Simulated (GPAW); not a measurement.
Runs of GPAW 26.7.0 on KF (Carobbiite). The structure is cubic, space group Fm-3m (No. 225). Conventional cell: a = 5.344 Å, b = 5.344 Å, c = 5.344 Å, α = 90.00°, β = 90.00°, γ = 90.00°. K (site symmetry m-3m) is surrounded by 6 F at 2.67 Å. F (site symmetry m-3m) is surrounded by 6 K at 2.67 Å. 

```csv
task,level,potentials or basis,cell,k mesh,cutoff (eV),smearing,maxiter,optimizer,fmax,max steps,target pressure,gap on the mesh (eV),pressure (GPa)
relaxation of cell and atoms,PBEsol,"PAW data sets generated in the run's folder for this functional, pw",relaxed to 30 GPa,9 × 9 × 9,800,fermi-dirac 0.05 eV,150,BFGS,0.02 eV/Å,60,30 GPa,(a),30.0
relaxation of cell and atoms,PBEsol,"PAW data sets generated in the run's folder for this functional, pw",relaxed to 10 GPa,9 × 9 × 9,800,fermi-dirac 0.05 eV,150,BFGS,0.02 eV/Å,60,10 GPa,7.28,9.9
dielectric tensor,LDA,"the program's PAW data sets (release 1.2.1) made for this functional, pw",as given,7 × 7 × 7,600,fermi-dirac 0.001 eV,150,-,-,-,-,5.80,-
relaxation of cell and atoms,PBEsol+D3(BJ),"PAW data sets generated in the run's folder for this functional, pw",relaxed,9 × 9 × 9,800,fermi-dirac 0.05 eV,150,BFGS,0.02 eV/Å,60,-,6.49,-0.1
single point,LDA,"the program's PAW data sets (release 1.2.1) made for this functional, pw",as given,7 × 7 × 7,600,fermi-dirac 0.05 eV,120,-,-,-,-,5.80,-3.6
```

Alike in all rows: no spin polarisation.

**Question.** Fill in the values left out.

**Answer.** (a) 7.76.

Caveats: later steps reuse the first step's grids (some runs); an odd mesh through Γ misses points on the zone boundary, where band edges often lie (some runs); the long-wavelength limit can be off by a per cent or two (some runs); the cutoff is short for stress and forces, so pressures can be off by a GPa or more (some runs).
